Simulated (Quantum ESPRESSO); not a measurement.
Wanted: the native input for a Quantum ESPRESSO 7.5 run.

```
Task                       : work function
Functional                 : PBE
Potentials or basis        : PseudoDojo 0.4.1 SR PBE standard
Cutoff                     : 1170 eV
Density cutoff             : 4680 eV
k mesh                     : 9 × 9 × 1
Occupations                : fermi-dirac, width 0.05 eV
Spin                       : no spin polarisation
Boundary across the vacuum : none
Mixing mode                : local-TF
Mixing beta                : 0.3
Most SCF iterations        : 150
SCF threshold              : 4e-09 Ry
```

The system is WSe, a slab with vacuum.

```
CELL_PARAMETERS angstrom
3.31794 0.00000 0.00000
-1.65897 2.87342 0.00000
0.00000 0.00000 31.65814
ATOMIC_POSITIONS crystal
W 0.00000 0.00000 0.23691
Se 0.33333 0.66667 0.28941
Se 0.33333 0.66667 0.71059
W 0.00000 0.00000 0.76309
```

These files were run (other wordings do the same):

pw.in

```
&CONTROL
  calculation = 'scf'
  prefix = 'pwscf'
  outdir = './tmp'
  pseudo_dir = './pseudo'
  tprnfor = .true.
  disk_io = 'low'
/
&SYSTEM
  ibrav = 0
  celldm(1) = 8
  nat = 4
  ntyp = 2
  ecutwfc = 86
  nbnd = 40
  occupations = 'smearing'
  smearing = 'fd'
  degauss = 0.00367493
/
&ELECTRONS
  conv_thr = 4d-09
  electron_maxstep = 150
  mixing_beta = 0.3
  mixing_mode = 'local-TF'
/
ATOMIC_SPECIES
W    183.8400 W.upf
Se    78.9710 Se.upf
CELL_PARAMETERS alat
  0.7837491686898  -0.0000000000000   0.0000000000000
 -0.3918745843382   0.6787466902900   0.0000000000000
  0.0000000000000   0.0000000000000   7.4781523485247
ATOMIC_POSITIONS crystal
W      0.0000000000    0.0000000000    0.2369058772
Se     0.3333333300    0.6666666600    0.2894123711
Se     0.3333333300    0.6666666600    0.7105876289
W      0.0000000000    0.0000000000    0.7630941228
K_POINTS automatic
9 9 1 0 0 0
```

pp_density.in

```
&INPUTPP
  prefix = 'pwscf'
  outdir = './tmp'
  filplot = 'density.dat'
  plot_num = 0
/
&PLOT
  nfile = 1
  filepp(1) = 'density.dat'
  iflag = 3
  output_format = 6
  fileout = 'density.cube'
/
```

pp_potential.in

```
&INPUTPP
  prefix = 'pwscf'
  outdir = './tmp'
  filplot = 'potential.dat'
  plot_num = 11
/
&PLOT
  nfile = 1
  filepp(1) = 'potential.dat'
  iflag = 3
  output_format = 6
  fileout = 'potential.cube'
/
```

pp_elf.in

```
&INPUTPP
  prefix = 'pwscf'
  outdir = './tmp'
  filplot = 'elf.dat'
  plot_num = 8
/
&PLOT
  nfile = 1
  filepp(1) = 'elf.dat'
  iflag = 3
  output_format = 6
  fileout = 'elf.cube'
/
```

Potentials or basis: PseudoDojo 0.4.1 SR PBE standard.

Launch:

```sh
$ OMP_NUM_THREADS=1 pw.x -in pw.in > pw.out
$ OMP_NUM_THREADS=1 pp.x -in pp_density.in > pp_density.out
$ OMP_NUM_THREADS=1 pp.x -in pp_potential.in > pp_potential.out
$ OMP_NUM_THREADS=1 pp.x -in pp_elf.in > pp_elf.out
```

Results of the run:

| Property | Result |
| --- | --- |
| Largest force | 0.411 eV/Å |
| Band gap on the k mesh | 0.35 eV, indirect (least direct gap 0.77 eV) |
| Ionisation potential of the upper face | 4.79 eV |
| Electron affinity of the upper face | 4.44 eV |

Caveat: ionisation potential and electron affinity come from Kohn-Sham levels, which understate the gap; spin-orbit coupling is left out, which moves the levels of the heavy elements.

Run time: 7.5 min on 1 thread of Arm Neoverse V1, on a shared host, peak memory 0.57 GiB.
